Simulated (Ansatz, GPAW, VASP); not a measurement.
**Ru: programs and potentials compared**

```
Ru
1.0
     2.70580    0.00000    0.00000
    -1.35290    2.34329    0.00000
     0.00000    0.00000    4.28190
Ru
2
Direct
  0.66667 0.33333 0.75000
  0.33333 0.66667 0.25000
```

Alike in all runs: task single point; functional PBE; k mesh 11 × 11 × 6; occupations gaussian, width 0.02 eV; no spin polarisation; no spin-orbit coupling. Pressure is positive in compression and, in plane waves, holds the error of the finite cutoff.

| program and potentials | plane-wave cutoff (eV) | notes | pressure (GPa) |
| --- | --- | --- | --- |
| GPAW, GPAW PAW data sets (gpaw-data 1.2.1) | 600 | 16 valence electrons an atom on average | 3.57 |
| VASP, PBE PAW files Ru_pv, release 54, 520 eV | 520 | 14 valence electrons an atom on average | 4.43 |
| Ansatz, all-electron LAPW, scalar-relativistic | - | - | ? |

Task: Estimate from the other rows what the run with Ansatz, all-electron LAPW, scalar-relativistic gave.

Result: Pressure 4.44 GPa. The other rows, which needn't bracket it: pressure 3.57 to 4.43.
